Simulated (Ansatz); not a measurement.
# PbS (Cmcm) in Ansatz: further runs

Runs on PbS. Level: PBEsol. Tasks: band structure.

All numbers are computed with Ansatz 0.2.0; they aren't measurements. Logs are shortened: lines on timing, memory, paths and dates and some standing lists are left out, and cuts for length are marked.

## (1) The crystal as given

Symmetry: Cmcm, No. 63, orthorhombic system. Conventional cell: a = 4.160 Å, b = 11.983 Å, c = 4.279 Å, α = 90.00°, β = 90.00°, γ = 90.00°. Around Pb (site symmetry m2m) lie 5 S at 2.69 to 2.99 Å. Around S (site symmetry m2m) lie 5 Pb at 2.69 to 2.99 Å.

Measurements of this composition are mostly on another form, of space group No. 225.

## (2) Band structure, PBEsol

input.yaml

```yaml
crystal:
  lattice:
    - [2.079952695, -5.991296865, 0.0]
    - [2.079952695, 5.991296865, 0.0]
    - [0.0, 0.0, 4.27932094]
  atoms:
    - { symbol: Pb, position: [0.13056335, 0.86943665, 0.25] }
    - { symbol: Pb, position: [0.86943665, 0.13056335, 0.75] }
    - { symbol: S, position: [0.35479709, 0.64520291, 0.25] }
    - { symbol: S, position: [0.64520291, 0.35479709, 0.75] }
kpoints:
  mp_grid: { grid: [5, 5, 4] }
  band_path:
    path:
      - [0.0, 0.0, 0.0]
      - [0.2801304242, 0.2801304242, 0.0]
      - [0.0, 0.5, 0.0]
      - [0.0, 0.5, 0.5]
      - [0.2801304242, 0.2801304242, 0.5]
      - [0.0, 0.0, 0.5]
      - [0.0, 0.0, 0.0]
      - [-0.5, 0.5, 0.0]
    npoints: 8
scf:
  occupations: { method: fermi_dirac, width: 0.05 }
hamiltonian:
  xc: pbesol
  pseudopotentials: { kind: all_electron, lapw: { basis_error: 0.002 } }
output:
  forces: true
  stress: true
  eigenvalues: true
```

Potentials or basis: all-electron LAPW, scalar-relativistic.

On the command line:

```sh
ansatz run input.yaml --threads 2 --pin off --max-ram 8192MiB --backend cpu --events-out ev --progress --plain --runs-dir out
```

What it wrote:

```text
Warning: RAYON_NUM_THREADS=2 ignored (pool sized by the plan → 2); use --threads N
LAPW: plane waves up to 7.281 Å⁻¹, error target 2.0e-3 eV per atom; small_component_spin mean_spin; S in spheres of 1.162 Å, 14 of its electrons in bands, Dirac shells []; Pb in spheres of 1.525 Å, 36 of its electrons in bands, Dirac shells [] (how accurate: hamiltonian.pseudopotentials.lapw.basis_error, Limitations)
Engine: ansatz 0.2.0, aarch64-unknown-linux-gnu
Pseudopotentials: kind: all_electron
Pseudopotential: Pb, LAPW, valence charge 36, lapw/all_electron/scalar/gaussian/Pb, Koelling and Harmon's equation, gaussian nucleus
Pseudopotential: S, LAPW, valence charge 14, lapw/all_electron/scalar/gaussian/S, Koelling and Harmon's equation, gaussian nucleus
Functional definition: PBEsol
  exchange = pbesol_x
  correlation = pbesol_c
Crystal: 4 atoms, lattice volume = 106.654 Å³
Basis set: ecut = 201.95356222144764 eV, 673 PW (Γ), FFT grids on a1+a2, a2, a3, exchange–correlation at level 2
Bands: 60, of which v1, the nominal top of the filled ones, is band 50 counted from 1 (49 counted from 0)
Symmetry: 8 space group operations
Space group: Cmcm (ITA 63), of the structure as read, at distance tolerance 4.7e-5 Å
k-points: 27 of 100
Non-local potential: Pb, projectors of the file, none
Non-local potential: S, projectors of the file, none
Initial density: superposition of atomic densities (chi_scale 0.1, normalization cell, long waves kept (reshape's long-wave potential 0.01 eV rms))
Initial wavefunctions: plane waves of lowest kinetic energy (no species holds an atomic orbital)
Functional: x = pbesol(κ = 0.804, μ = 0.12345679012345678), c = pbesol(β = 0.046)
iter 1 solved again at ethr=2.90e-3 eV; its pass at ethr=1.00e-1 eV (dr2=2.90e0 eV) is discarded
SCF iter   1: F=—  HF=-1157524.295361 eV  |F-HF|=—  |Δ(HF+E_count)|=         —  Δρ=3.35e-2  dr2=2.90e0  ethr=2.90e-3  ⟨swp⟩=2.0  Hψ=10049  notcnv=0
preconditioner: auto → Resta (q_TF=auto, 2.699 Å⁻¹)  ε∞=3.0  [insulator: Δε(μ)=1.763 eV  Ē_g=16.041 eV  σ=0.050 eV  W_gap=1.00  n_scr=38 (ndim 8)  ℏωp=22.7 eV  f_vac=0.067  D(μ)=0.00/eV (n_scr^D=0)  ε∞_Penn≈3.0]
iter 2 solved again at ethr=2.23e-4 eV; its pass at ethr=2.90e-3 eV (dr2=2.23e-1 eV) is discarded
SCF iter   2: F=—  HF=-1157523.408976 eV  |F-HF|=—  |Δ(HF+E_count)|=   8.86e-1  Δρ=1.06e-2  dr2=2.23e-1  ethr=2.23e-4  ⟨swp⟩=2.0  Hψ=8353  notcnv=0
SCF iter   3: F=—  HF=-1157523.376068 eV  |F-HF|=—  |Δ(HF+E_count)|=         —  Δρ=5.90e-3  dr2=6.90e-2  ethr=2.23e-4  ⟨swp⟩=2.0  Hψ=4434  notcnv=0
the basis was enlarged: its passes take 138.3 KiB over the memory plan, 2 of 2 planned eigensolver slots
SCF iter   4: F=—  HF=-1157523.374194 eV  |F-HF|=—  |Δ(HF+E_count)|=   1.87e-3  Δρ=1.13e-3  dr2=1.82e-3  ethr=6.90e-5  ⟨swp⟩=2.0  Hψ=4991  notcnv=0
SCF iter   5: F=—  HF=-1157523.371419 eV  |F-HF|=—  |Δ(HF+E_count)|=   2.78e-3  Δρ=4.24e-4  dr2=1.80e-4  ethr=1.82e-6  ⟨swp⟩=2.0  Hψ=4722  notcnv=0
SCF iter   6: F=—  HF=-1157523.371494 eV  |F-HF|=—  |Δ(HF+E_count)|=   7.50e-5  Δρ=1.19e-4  dr2=1.56e-5  ethr=1.80e-7  ⟨swp⟩=3.0  Hψ=4799  notcnv=0
SCF iter   7: F=—  HF=-1157523.371508 eV  |F-HF|=—  |Δ(HF+E_count)|=   1.40e-5  Δρ=4.40e-5  dr2=3.83e-6  ethr=1.56e-8  ⟨swp⟩=3.0  Hψ=4863  notcnv=0
SCF iter   8: F=—  HF=-1157523.371508 eV  |F-HF|=—  |Δ(HF+E_count)|=   5.15e-8  Δρ=1.10e-5  dr2=1.49e-7  ethr=3.83e-9  ⟨swp⟩=3.0  Hψ=4810  notcnv=0
SCF iter   9: F=-1157523.371508 eV  HF=-1157523.371508 eV  |F-HF|=5.36e-9  |Δ(HF+E_count)|=   1.07e-7  Δρ=2.58e-6  dr2=7.26e-9  ethr=1.49e-10  ⟨swp⟩=3.0  Hψ=4917  notcnv=0
SCF 1 converged in 9 iterations: F = -1157523.371508 eV  dr2 = 7.26e-9
the search or the solves at the SCF's close seem to have found levels that the self-consistency loop had missed (the run counts 1). By its estimate they hold under 1e-12 electrons; where the run keeps them, the occupations were computed again with them
NSCF: frozen V_eff on 57 k-points
SCF converged after 9 iterations
Free energy (F): -1157523.371508 eV
Harris-Foulkes:  -1157523.371508 eV  (|F-HF|=5.36e-9)
Internal energy: -1157523.371507 eV  (E = F + TS)
E sigma→0 (E₀):  -1157523.371507 eV
Entropy (-TS):   -0.000001 eV (-0.000 meV/atom)
Fermi energy:    10.894871 eV
--- Per-component energies (eV) ---
  E_band       = -7102.469426
  E_kinetic    = 1331243.684797
  E_xc         = -22214.519303
  E_electrostatic = -2466552.537001  (all electrons and nuclei)
  E_smearing   = -0.000001  (= −TS)
  E_closure    = 0.000000  (closes the sum)
  E_atoms      = -1157504.684266  (free atoms, spherical and without spin; not in F)
  Σ components = -1157523.371508   (vs F -1157523.371508, Δ=0.00e0)
  Basis errors (estimates in eV, not in F): energy 8.9e-4 per atom: plane waves 8.1e-4 (4.6e-4 summed), levels above the bands 2.2e-78, relativity 7.3e-8, radial functions 8.4e-5, core shells 1.0e-7; eigenvalues (radial functions only) 1.6e-5; not estimated: angular momenta, meshes, grids; target (lapw.basis_error) 2.0e-3; muffin-tin radii S 1.162 Å, Pb 1.525 Å
--- Forces (eV/Å), atoms counted from 1 ---
  atom   1  Pb     0.00000000    -0.03925829     0.00000000
  atom   2  Pb     0.00000000     0.03925829     0.00000000
  atom   3  S      0.00000000     0.01030329     0.00000000
  atom   4  S      0.00000000    -0.01030329     0.00000000
  max |Σ_I F_I| component: 0.00e0 eV/Å
--- Stress (GPa, compression-positive) ---
       -1.956801       0.000000       0.000000
        0.000000      -1.579891       0.000000
        0.000000       0.000000      -2.142735
  P = ⅓ Tr σ = -1.8931 GPa (-18.931 kbar)
--- Band table (eV; the first three rows and the last of 27) ---
  k-point 0: bands = ["-193.8680", "-193.8680", "-138.9277", "-138.9277", "-138.9274", "-138.9274", "-138.9226", "-138.9226", "-128.5459", "-128.5459", "-117.6047", "-117.6047", "-117.6045", "-117.6045", "-117.5960", "-117.5960", "-117.5933", "-117.5933", "-117.5863", "-117.5863", "-117.5854", "-117.5854", "-117.5825", "-117.5825", "-70.3461", "-70.3461", "-70.3425", "-70.3424", "-70.3202", "-70.3199", "-5.9957", "-5.8904", "-5.8802", "-5.8773", "-5.8445", "-5.8378", "-5.8291", "-5.8237", "-5.8082", "-5.7642", "-2.6282", "-0.8112", "3.5278", "4.4832", "6.1058", "7.3922", "7.9584", "8.6922", "8.8716", "9.8627", "14.9405", "14.9510", "15.1765", "15.8826", "16.1111", "16.1187", "16.3990", "17.2034", "17.6462", "19.5754"]
  k-point 1: bands = ["-193.8680", "-193.8680", "-138.9277", "-138.9277", "-138.9274", "-138.9274", "-138.9226", "-138.9226", "-128.5459", "-128.5459", "-117.6047", "-117.6047", "-117.6045", "-117.6045", "-117.5960", "-117.5960", "-117.5933", "-117.5933", "-117.5863", "-117.5863", "-117.5854", "-117.5854", "-117.5825", "-117.5825", "-70.3461", "-70.3461", "-70.3425", "-70.3424", "-70.3202", "-70.3199", "-5.9612", "-5.8937", "-5.8786", "-5.8574", "-5.8559", "-5.8538", "-5.8335", "-5.8071", "-5.8006", "-5.7867", "-2.2798", "-0.8579", "2.8031", "3.7147", "6.4918", "8.1370", "8.4003", "9.0429", "9.5414", "9.5816", "13.6660", "13.6838", "13.8628", "14.7490", "15.2608", "15.4180", "16.8732", "18.4449", "19.0585", "20.0380"]
  k-point 2: bands = ["-193.8680", "-193.8680", "-138.9277", "-138.9277", "-138.9274", "-138.9274", "-138.9226", "-138.9226", "-128.5459", "-128.5459", "-117.6047", "-117.6047", "-117.6045", "-117.6045", "-117.5960", "-117.5960", "-117.5933", "-117.5933", "-117.5863", "-117.5863", "-117.5854", "-117.5854", "-117.5825", "-117.5825", "-70.3461", "-70.3461", "-70.3425", "-70.3425", "-70.3200", "-70.3200", "-5.9139", "-5.9139", "-5.8727", "-5.8727", "-5.8444", "-5.8444", "-5.8232", "-5.8232", "-5.7988", "-5.7988", "-1.4311", "-1.4311", "2.6536", "2.6536", "7.5916", "7.5916", "9.2387", "9.2387", "10.2302", "10.2302", "12.0866", "12.0866", "13.0724", "13.0724", "15.2936", "15.2936", "19.9078", "19.9078", "20.2335", "20.2335"]
  k-point 26: bands = ["-193.8680", "-193.8680", "-138.9277", "-138.9277", "-138.9274", "-138.9274", "-138.9226", "-138.9226", "-128.5459", "-128.5459", "-117.6047", "-117.6047", "-117.6045", "-117.6045", "-117.5960", "-117.5960", "-117.5933", "-117.5933", "-117.5863", "-117.5863", "-117.5854", "-117.5854", "-117.5825", "-117.5825", "-70.3461", "-70.3461", "-70.3425", "-70.3425", "-70.3200", "-70.3200", "-5.9240", "-5.9240", "-5.8611", "-5.8611", "-5.8421", "-5.8421", "-5.8103", "-5.8103", "-5.8101", "-5.8101", "-1.3743", "-1.3743", "2.2783", "2.2783", "8.9083", "8.9083", "9.1457", "9.1457", "9.9163", "9.9163", "12.0800", "12.0800", "13.4531", "13.4531", "13.8345", "13.8345", "18.9498", "18.9498", "19.4969", "19.4969"]
```

Run time: 22 s. Hardware: 2 threads of Arm Neoverse V2, shared host; peak memory 0.41 GiB.

What came out:

| Quantity | Value |
| --- | --- |
| Free energy | -1157523.3715 eV |
| Pressure | -1.9 GPa |
| Largest force | 0.039 eV/Å |
| Band gap on the k mesh | 1.20 eV, direct |
| Band gap along the path | 1.16 eV, indirect (least direct gap 1.23 eV) |

Forces in eV/Å, atoms in the order of the input:
```
Pb   0.000 -0.039  0.000
Pb   0.000  0.039  0.000
S    0.000  0.010  0.000
S    0.000 -0.010  0.000
```

Levels at the corners of the path, in eV from the valence-band top:
| point | band 48 | band 49 | band 50 | band 51 | band 52 | band 53 |
| --- | --- | --- | --- | --- | --- | --- |
| Γ | -1.59 | -1.41 | -0.42 | 4.65 | 4.67 | 4.89 |
| X | -1.17 | -0.63 | -0.18 | 1.63 | 1.83 | 2.10 |
| S | -1.11 | -0.32 | -0.31 | 1.76 | 1.86 | 2.23 |
| R | -3.08 | -1.38 | -1.38 | 3.41 | 3.41 | 5.27 |
| A | -2.73 | -1.41 | -1.41 | 3.23 | 3.23 | 5.67 |
| Z | -1.05 | -0.06 | -0.06 | 1.80 | 1.80 | 2.79 |
| Γ | -1.59 | -1.41 | -0.42 | 4.65 | 4.67 | 4.89 |
| Y | -1.81 | -1.24 | -0.41 | 1.16 | 4.47 | 4.75 |

Caveat: spin-orbit coupling is left out, which as a rule narrows the gap of such compounds by several tenths of an eV.

## (3) Band structure, PBEsol, spin-orbit coupling, no magnetisation

input.yaml: that of step 2 with these lines changed.

```diff
@@ -28,2 +28,5 @@
   pseudopotentials: { kind: all_electron, lapw: { basis_error: 0.002 } }
+magnetization:
+  noncollinear: true
+  spin_orbit: true
 output:
```

Potentials or basis: all-electron LAPW, relativistic spinors.

On the command line:

```sh
ansatz run input.yaml --threads 2 --pin off --max-ram 8192MiB --backend cpu --events-out ev --progress --plain --runs-dir out
```

What it wrote:

```text
Warning: RAYON_NUM_THREADS=2 ignored (pool sized by the plan → 2); use --threads N
LAPW: plane waves up to 7.281 Å⁻¹, error target 2.0e-3 eV per atom; Dirac's equation on spinors; S in spheres of 1.162 Å, 14 of its electrons in bands; Pb in spheres of 1.525 Å, 36 of its electrons in bands (how accurate: hamiltonian.pseudopotentials.lapw.basis_error, Limitations)
[... 71 lines left out ...]
  k-point 1: bands = ["-194.0111", "-194.0111", "-194.0111", "-194.0111", "-139.9133", "-139.9133", "-139.9133", "-139.9133", "-138.6564", "-138.6564", "-138.6564", "-138.6564", "-138.6516", "-138.6516", "-138.6516", "-138.6516", "-128.1365", "-128.1365", "-128.1365", "-128.1365", "-119.8054", "-119.8054", "-119.8054", "-119.8054", "-119.7944", "-119.7944", "-119.7944", "-119.7944", "-119.7869", "-119.7869", "-119.7869", "-119.7869", "-114.7747", "-114.7747", "-114.7747", "-114.7747", "-114.7665", "-114.7665", "-114.7665", "-114.7665", "-114.7586", "-114.7586", "-114.7586", "-114.7586", "-114.7542", "-114.7542", "-114.7542", "-114.7542", "-86.7092", "-86.7092", "-86.7092", "-86.7092", "-64.3041", "-64.3041", "-64.3040", "-64.3040", "-64.2872", "-64.2872", "-64.2869", "-64.2869", "-7.2626", "-7.2626", "-7.2616", "-7.2616", "-7.2567", "-7.2567", "-7.2508", "-7.2508", "-4.7696", "-4.7696", "-4.7193", "-4.7193", "-4.6925", "-4.6925", "-4.6822", "-4.6822", "-4.6679", "-4.6679", "-4.6376", "-4.6376", "-2.3368", "-2.3368", "-0.9274", "-0.9274", "2.8597", "2.8597", "3.7418", "3.7418", "6.3891", "6.3891", "8.0100", "8.0100", "8.3589", "8.3589", "8.9284", "8.9284", "9.4089", "9.4089", "9.5916", "9.5916", "12.8100", "12.8100", "13.3969", "13.3969", "14.2172", "14.2172", "14.6254", "14.6254", "15.4047", "15.4047", "15.5077", "15.5077", "16.8930", "16.8930", "18.3897", "18.3897", "19.0504", "19.0504", "20.0094", "20.0094"]
  k-point 2: bands = ["-194.0111", "-194.0111", "-194.0111", "-194.0111", "-139.9133", "-139.9133", "-139.9133", "-139.9133", "-138.6564", "-138.6564", "-138.6564", "-138.6564", "-138.6516", "-138.6516", "-138.6516", "-138.6516", "-128.1365", "-128.1365", "-128.1365", "-128.1365", "-119.8054", "-119.8054", "-119.8054", "-119.8054", "-119.7944", "-119.7944", "-119.7944", "-119.7944", "-119.7869", "-119.7869", "-119.7869", "-119.7869", "-114.7747", "-114.7747", "-114.7747", "-114.7747", "-114.7665", "-114.7665", "-114.7665", "-114.7665", "-114.7586", "-114.7586", "-114.7586", "-114.7586", "-114.7542", "-114.7542", "-114.7542", "-114.7542", "-86.7092", "-86.7092", "-86.7092", "-86.7092", "-64.3041", "-64.3041", "-64.3041", "-64.3041", "-64.2871", "-64.2871", "-64.2871", "-64.2871", "-7.2614", "-7.2614", "-7.2614", "-7.2614", "-7.2506", "-7.2506", "-7.2506", "-7.2506", "-4.7357", "-4.7357", "-4.7357", "-4.7357", "-4.6817", "-4.6817", "-4.6817", "-4.6817", "-4.6586", "-4.6586", "-4.6586", "-4.6586", "-1.5023", "-1.5023", "-1.5023", "-1.5023", "2.6969", "2.6969", "2.6969", "2.6969", "7.4871", "7.4871", "7.4871", "7.4871", "9.1669", "9.1669", "9.1669", "9.1669", "10.1777", "10.1777", "10.1777", "10.1777", "11.6922", "11.6922", "11.6922", "11.6922", "13.1516", "13.1516", "13.1516", "13.1516", "15.3042", "15.3042", "15.3042", "15.3042", "19.8052", "19.8052", "19.8052", "19.8052", "20.2184", "20.2184", "20.2184", "20.2184"]
  k-point 26: bands = ["-194.0111", "-194.0111", "-194.0111", "-194.0111", "-139.9133", "-139.9133", "-139.9133", "-139.9133", "-138.6564", "-138.6564", "-138.6564", "-138.6564", "-138.6516", "-138.6516", "-138.6516", "-138.6516", "-128.1365", "-128.1365", "-128.1365", "-128.1365", "-119.8054", "-119.8054", "-119.8054", "-119.8054", "-119.7944", "-119.7944", "-119.7944", "-119.7944", "-119.7869", "-119.7869", "-119.7869", "-119.7869", "-114.7747", "-114.7747", "-114.7747", "-114.7747", "-114.7665", "-114.7665", "-114.7665", "-114.7665", "-114.7586", "-114.7586", "-114.7586", "-114.7586", "-114.7542", "-114.7542", "-114.7542", "-114.7542", "-86.7092", "-86.7092", "-86.7092", "-86.7092", "-64.3041", "-64.3041", "-64.3041", "-64.3041", "-64.2871", "-64.2871", "-64.2871", "-64.2871", "-7.2665", "-7.2665", "-7.2665", "-7.2665", "-7.2444", "-7.2444", "-7.2444", "-7.2444", "-4.7359", "-4.7359", "-4.7359", "-4.7359", "-4.6813", "-4.6813", "-4.6813", "-4.6813", "-4.6523", "-4.6523", "-4.6523", "-4.6523", "-1.4540", "-1.4540", "-1.4540", "-1.4540", "2.3257", "2.3257", "2.3257", "2.3257", "8.7766", "8.7766", "8.7766", "8.7766", "9.0766", "9.0766", "9.0766", "9.0766", "9.8370", "9.8370", "9.8370", "9.8370", "11.7869", "11.7869", "11.7869", "11.7869", "13.1862", "13.1862", "13.1862", "13.1862", "14.1585", "14.1585", "14.1585", "14.1585", "18.9459", "18.9459", "18.9459", "18.9459", "19.4876", "19.4876", "19.4876", "19.4876"]
```

It took 3.3 min on 2 threads of Arm Neoverse V2, shared host; peak memory 0.88 GiB.

What came out:

| Quantity | Value |
| --- | --- |
| Free energy | -1160064.2250 eV |
| Pressure | -2.1 GPa |
| Largest force | 0.100 eV/Å |
| Band gap on the k mesh | 0.93 eV, direct |
| Band gap along the path | 0.94 eV, indirect (least direct gap 0.97 eV) |

Forces on the atoms (eV/Å):
```
Pb   0.000 -0.100  0.000
Pb   0.000  0.100  0.000
S    0.000  0.090  0.000
S    0.000 -0.090  0.000
```

Stress tensor (GPa, compression positive):
```
-1.96  0.00  0.00
 0.00 -2.12  0.00
 0.00  0.00 -2.26
```

Levels at the corners of the path, in eV from the valence-band top:
```
point  band 97  band 98  band 99  band 100  band 101  band 102  band 103  band 104
    Γ    -1.40    -1.40    -0.45     -0.45      3.85      3.85      4.25      4.25
    X    -0.68    -0.68    -0.17     -0.17      0.99      0.99      1.89      1.89
    S    -0.34    -0.34    -0.32     -0.32      1.36      1.36      1.44      1.44
    R    -1.40    -1.40    -1.40     -1.40      3.24      3.24      3.24      3.24
    A    -1.43    -1.43    -1.42     -1.42      2.90      2.90      3.25      3.25
    Z    -0.06    -0.06    -0.06     -0.06      1.45      1.45      1.45      1.45
    Γ    -1.40    -1.40    -0.45     -0.45      3.85      3.85      4.25      4.25
    Y    -1.28    -1.28    -0.42     -0.42      0.98      0.98      4.22      4.22
```
